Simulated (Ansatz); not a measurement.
The calculation used DFT PBE, scalar-relativistic, plane waves, PAW in Ansatz. Cutoff 420 eV, Γ-centred 12×12×12 mesh (2-atom cell), Gaussian smearing of 0.02 eV, no spin polarisation.

Formation energies are uncorrected and count from the elements' standard states at the same level.

Question: Give a relaxed trial structure of a cubic narrow-gap semiconductor that holds Cd and 1 more element, with a gap near 0.5 eV, a formation energy near −0.63 eV/atom and a density near 5.35 g/cm³, in a cell of 2 atoms.

Answer: CdSe, space group F-43m (No. 216). Cd has 4 Se at 2.68 Å; around Se lie 4 Cd at 2.68 Å.

```xyz
2
Lattice="0.0000 3.0974 3.0974 3.0974 0.0000 3.0974 3.0974 3.0974 0.0000" Properties=species:S:1:pos:R:3 pbc="T T T"
Cd    0.0000    0.0000    0.0000
Se    4.6461    4.6461    4.6461
```

- Volume per atom: 29.72 Å³
- Density: 5.35 g/cm³
- Formation energy: −0.633 eV/atom
- Gap on the 12×12×12 mesh of the 2-atom cell: 0.49 eV

The cell was found from a structure generator's guess, not taken from experiment. The answer needn't be unique; the calculation gave this one.

Kohn–Sham gaps at this level usually fall short of measured ones. The reference form of Se is held partly by dispersion forces, which this level lacks. A later test with randomly moved atoms came back to the same energy, though modes that don't fit the test's cell weren't probed.
